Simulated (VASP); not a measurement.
**VASP 6.6.1, r²SCAN single-point calculation, MoS$_{2}$ (1T (CdI2) bulk)**

INCAR

```
LWAVE = .FALSE.
METAGGA = R2SCAN
LASPH = .TRUE.
EDIFF = 1E-7
ISMEAR = -1
ALGO = Normal
ISIF = 2
LREAL = .FALSE.
ENCUT = 520
LCHARG = .FALSE.
NSW = 0
PREC = Accurate
IBRION = -1
NBANDS = 20
NELM = 120
SIGMA = 0.02
```

KPOINTS

```
KPOINTS created by Atomic Simulation Environment
0
Gamma
12 12 4
0 0 0
```

KPOINTS_OPT

```
special points
7
Reciprocal
0.0000000000 0.0000000000 0.0000000000 1
0.5000000000 0.0000000000 0.0000000000 1
0.3333333333 0.3333333333 0.0000000000 1
0.0000000000 0.0000000000 0.5000000000 1
0.5000000000 0.0000000000 0.5000000000 1
0.3333333333 0.3333333333 0.5000000000 1
0.3333333333 0.3333333333 0.2000000000 1
```

POSCAR

```
Mo S
 1.0000000000000000
     3.2202374464190364   -0.0000000000000000    0.0000000000000000
    -1.6101187232095182    2.7888074348168157   -0.0000000000000000
     0.0000000000000000   -0.0000000000000000    5.9450267968125630
 Mo  S
   1   2
Cartesian
 -0.0000000000000000  0.0000000000000000 -0.0000000000000000
 -0.0000000000000000  1.8592049565445441  1.5458917519004469
  1.6101187232095178  0.9296024782722720  4.3991350449121187
```

VASP ran with the recommended PBE PAW datasets (26 valence electrons in the cell).

Command

```
mpirun -np 1 vasp_std
```

OSZICAR

```
N       E                     dE             d eps       ncg     rms          rms(c)
DAV:   1     0.155519973564E+03    0.15552E+03   -0.13674E+04  2768   0.125E+03
DAV:   2    -0.463215308295E+02   -0.20184E+03   -0.19689E+03  3340   0.325E+02
DAV:   3    -0.538897554451E+02   -0.75682E+01   -0.74810E+01  3428   0.582E+01
DAV:   4    -0.539721408019E+02   -0.82385E-01   -0.82305E-01  3308   0.642E+00
DAV:   5    -0.539733563743E+02   -0.12156E-02   -0.12155E-02  3472   0.761E-01    0.256E+01
DAV:   6    -0.444240754638E+02    0.95493E+01   -0.14531E+01  2880   0.270E+01    0.953E+00
DAV:   7    -0.442093763710E+02    0.21470E+00   -0.40185E+00  2884   0.109E+01    0.537E+00
DAV:   8    -0.441388546997E+02    0.70522E-01   -0.72811E-01  3164   0.457E+00    0.260E+00
DAV:   9    -0.441429175170E+02   -0.40628E-02   -0.55578E-02  3060   0.163E+00    0.331E-01
DAV:  10    -0.441422179202E+02    0.69960E-03   -0.88849E-03  3132   0.614E-01    0.250E-01
DAV:  11    -0.441422243581E+02   -0.64379E-05   -0.67066E-04  3080   0.174E-01    0.110E-01
DAV:  12    -0.441422050508E+02    0.19307E-04   -0.15633E-04  3208   0.786E-02    0.508E-02
DAV:  13    -0.441422188827E+02   -0.13832E-04   -0.39756E-05  3028   0.525E-02    0.879E-03
DAV:  14    -0.441422187026E+02    0.18003E-06   -0.42405E-06  3136   0.125E-02    0.347E-03
DAV:  15    -0.441422188901E+02   -0.18745E-06   -0.41776E-07  3112   0.480E-03    0.417E-03
DAV:  16    -0.441422189430E+02   -0.52931E-07   -0.34704E-08  1736   0.122E-03
   1 F= -.44142219E+02 E0= -.44141666E+02  d E =-.110519E-02
       N       E                     dE             ncg
DAV:   1     0.146625546577E+04   -0.57346E+04      280
DAV:   2     0.840530669532E+02   -0.13822E+04      332
DAV:   3     0.415740122825E+02   -0.42479E+02      356
DAV:   4     0.411331711226E+02   -0.44084E+00      332
DAV:   5     0.411262125621E+02   -0.69586E-02      332
DAV:   6     0.411260295362E+02   -0.18303E-03      336
DAV:   7     0.411260234911E+02   -0.60451E-05      332
DAV:   8     0.411260232597E+02   -0.23138E-06      320
DAV:   9     0.411260232503E+02   -0.94369E-08      212
```

From OUTCAR

```
k-points           NKPTS =     69   k-points in BZ     NKDIM =     69   number of bands    NBANDS=     20

   NELECT =      26.0000    total number of electrons

   dimension x,y,z NGX =    24 NGY =   24 NGZ =   48
   dimension x,y,z NGXF=    48 NGYF=   48 NGZF=   96

  energy-cutoff  :      520.00
  volume of cell :       53.39
      direct lattice vectors                 reciprocal lattice vectors
     3.220237446  0.000000000  0.000000000     0.310536107  0.179288105  0.000000000
    -1.610118723  2.788807435  0.000000000     0.000000000  0.358576210  0.000000000
     0.000000000  0.000000000  5.945026797     0.000000000  0.000000000  0.168207820

 k-points in reciprocal lattice and weights: KPOINTS created by Atomic Simulation Env
   0.00000000  0.00000000  0.00000000       0.002
   0.08333333  0.00000000  0.00000000       0.010
   0.16666667  0.00000000  0.00000000       0.010
   0.25000000  0.00000000  0.00000000       0.010
   0.33333333  0.00000000  0.00000000       0.010
   0.41666667  0.00000000  0.00000000       0.010
   0.50000000  0.00000000  0.00000000       0.005
   0.08333333  0.08333333  0.00000000       0.010
   ...

 E-fermi :   7.6702

 k-point     1 :       0.0000    0.0000    0.0000
  band No.  band energies     occupation
      1     -56.1179      2.00000
      2     -29.4324      2.00000
      3     -29.3843      2.00000
      4     -29.3842      2.00000
      5      -8.0653      2.00000
      6      -6.3061      2.00000
      7       0.4072      2.00000
      8       3.3860      2.00000
      9       3.3860      2.00000
     10       6.1156      2.00000
     11       6.5042      2.00000
     12       6.6779      2.00000
     13       6.6779      2.00000
     14       7.2717      2.00000
     15       7.2717      2.00000
     16      10.8934      0.00000
     17      10.8934      0.00000
     18      14.1605      0.00000
     19      14.9808      0.00000
     20      17.6225      0.00000

 k-point     2 :       0.0833    0.0000    0.0000
  band No.  band energies     occupation
      1     -56.1156      2.00000
      2     -29.4275      2.00000
      3     -29.4085      2.00000
      4     -29.3898      2.00000
      5      -7.9550      2.00000
      6      -6.2889      2.00000
      7       0.5486      2.00000
      8       3.1565      2.00000
      9       3.4463      2.00000
     10       5.8875      2.00000
     11       6.2242      2.00000
     12       6.2538      2.00000
     13       6.5286      2.00000
     14       7.5340      1.99780
     15       7.6981      0.39735
     16      10.6733      0.00000
     17      10.8670      0.00000
     18      14.7191      0.00000
     19      15.3674      0.00000
     20      17.3734      0.00000

 k-point     3 :       0.1667    0.0000    0.0000
  band No.  band energies     occupation
      1     -56.1091      2.00000
      2     -29.4744      2.00000
      3     -29.4139      2.00000
      4     -29.4049      2.00000
      5      -7.6398      2.00000
      6      -6.2404      2.00000
      7       0.9457      2.00000
      8       2.7205      2.00000
      9       3.5745      2.00000
     10       4.5926      2.00000
     11       5.6981      2.00000
     12       6.2067      2.00000
     13       6.4132      2.00000
     14       7.8050      0.00236
     15       8.1386      0.00000
     16      10.6019      0.00000
     17      10.8955      0.00000
     18      15.6092      0.00000
     19      16.1110      0.00000
     20      17.2211      0.00000

 k-point     4 :       0.2500    0.0000    0.0000
  band No.  band energies     occupation
      1     -56.1002      2.00000
      2     -29.5632      2.00000
      3     -29.4255      2.00000
      4     -29.3954      2.00000
      5      -7.1711      2.00000
      6      -6.1660      2.00000
      7       1.4764      2.00000
      8       2.4208      2.00000
      9       3.2010      2.00000
     10       3.6240      2.00000
     11       5.4391      2.00000
     12       5.5857      2.00000
     13       6.2501      2.00000
     14       8.1856      0.00000
     15       8.3529      0.00000
     16      11.0861      0.00000
     17      11.0953      0.00000
     18      15.5985      0.00000
     19      15.9923      0.00000
     20      16.9947      0.00000

 k-point     5 :       0.3333    0.0000    0.0000
  band No.  band energies     occupation
      1     -56.0913      2.00000
      2     -29.6508      2.00000
      3     -29.4460      2.00000
      4     -29.3768      2.00000
      5      -6.6665      2.00000
      6      -6.0486      2.00000
      7       1.6554      2.00000
      8       1.9690      2.00000
      9       2.7607      2.00000
     10       3.5183      2.00000
     11       4.6729      2.00000
     12       5.4648      2.00000
     13       6.1032      2.00000
     14       8.4761      0.00000
     15       8.7167      0.00000
     16      11.3381      0.00000
     17      11.6809      0.00000
     18      14.9121      0.00000
     19      15.2855      0.00000
     20      16.3614      0.00000

 k-point     6 :       0.4167    0.0000    0.0000
  band No.  band energies     occupation
      1     -56.0848      2.00000
      2     -29.7142      2.00000
      3     -29.4609      2.00000
      4     -29.3632      2.00000
      5      -6.3577      2.00000
      6      -5.8197      2.00000
      7       0.8139      2.00000
      8       2.1585      2.00000
      9       3.0193      2.00000
     10       3.3793      2.00000
     11       4.0212      2.00000
     12       5.5708      2.00000
     13       5.9937      2.00000
     14       8.6138      0.00000
     15       9.2522      0.00000
     16      11.5198      0.00000
     17      11.7386      0.00000
     18      14.2051      0.00000
     19      15.1499      0.00000
     20      16.2209      0.00000

 k-point     7 :       0.5000    0.0000    0.0000
  band No.  band energies     occupation
      1     -56.0824      2.00000
      2     -29.7373      2.00000
      3     -29.4663      2.00000
      4     -29.3582      2.00000
      5      -6.2876      2.00000
      6      -5.6656      2.00000
      7       0.4557      2.00000
      8       2.5801      2.00000
      9       2.6363      2.00000
     10       3.3219      2.00000
     11       3.9917      2.00000
     12       5.6154      2.00000
     13       5.9510      2.00000
     14       8.6874      0.00000
     15       9.5017      0.00000
     16      11.5827      0.00000
     17      11.5927      0.00000
     18      13.8910      0.00000
     19      15.3260      0.00000
     20      16.3812      0.00000

 k-point     8 :       0.0833    0.0833    0.0000
  band No.  band energies     occupation
      1     -56.1111      2.00000
      2     -29.4523      2.00000
      3     -29.4184      2.00000
      4     -29.4012      2.00000
      5      -7.7420      2.00000
      6      -6.2561      2.00000
      7       0.8200      2.00000
      8       2.8371      2.00000
      9       3.5231      2.00000
     10       5.1873      2.00000
     11       5.4529      2.00000
     12       6.3299      2.00000
     13       6.5573      2.00000
     14       7.8590      0.00016
     15       7.9062      0.00002
     16      10.6959      0.00000
     17      10.7164      0.00000
     18      15.5528      0.00000
     19      15.9288      0.00000
     20      17.1327      0.00000

 k-point     9 :       0.1667    0.0833    0.0000
  band No.  band energies     occupation
      1     -56.1035      2.00000
      2     -29.5264      2.00000
      3     -29.4228      2.00000
      4     -29.4019      2.00000
      5      -7.3472      2.00000
      6      -6.1961      2.00000
      7       1.3070      2.00000
      8       2.4830      2.00000
      9       3.4367      2.00000
     10       4.0698      2.00000
     11       4.9568      2.00000
     12       5.9982      2.00000
     13       6.5432      2.00000
     14       8.0201      0.00000
     15       8.3036      0.00000
     16      10.5547      0.00000
     17      11.1870      0.00000
     18      16.1421      0.00000
     19      16.5044      0.00000
     20      17.1036      0.00000

 k-point    10 :       0.2500    0.0833    0.0000
  band No.  band energies     occupation
      1     -56.0946      2.00000
      2     -29.6107      2.00000
      3     -29.4469      2.00000
      4     -29.3836      2.00000
      5      -6.8459      2.00000
      6      -6.1097      2.00000
      7       1.7847      2.00000
      8       2.2395      2.00000
      9       2.6800      2.00000
     10       3.5633      2.00000
     11       4.7954      2.00000
     12       5.2332      2.00000
     13       6.5729      2.00000
     14       8.2061      0.00000
     15       8.7100      0.00000
     16      10.6675      0.00000
     17      11.8033      0.00000
     18      15.6811      0.00000
     19      15.9127      0.00000
     20      16.5311      0.00000

 ...

  Total        0.4287845      0.4287845      0.3845472      0.0000000     -0.0000000     -0.0000000
  in kB       12.8673604     12.8673604     11.5398451      0.0000000     -0.0000000     -0.0000000
  external PRESSURE =      12.4248553 kB  Pullay stress =       0.0000000 kB

 POSITION                                       TOTAL-FORCE (eV/Angst)
 -----------------------------------------------------------------------------------
      0.00000      0.00000      0.00000         0.000000      0.000000      0.000000
      0.00000      1.85920      1.54589        -0.000000      0.000000     -0.051920
      1.61012      0.92960      4.39914         0.000000     -0.000000      0.051920
 -----------------------------------------------------------------------------------
    total drift:                                0.000000      0.000000     -0.000000

  FREE ENERGIE OF THE ION-ELECTRON SYSTEM (eV)
  ---------------------------------------------------
  free  energy   TOTEN  =       -44.1422189430 eV

  energy  without entropy=      -44.1411137513  energy(sigma->0) =      -44.14166635
```

| Quantity | Value |
| --- | --- |
| gap between bands v and c | -1.27 eV (bands overlap: a metal) |
| least direct gap | 0.00 eV |
| pressure | 1.2 GPa |
| largest force | 0.05 eV/Å |

Band v is the last that the valence electrons fill when counted band by band, and c is the next.

The run took about 85 s on one core of a shared host (Intel Xeon 6975P-C) and held 0.24 GiB at most.
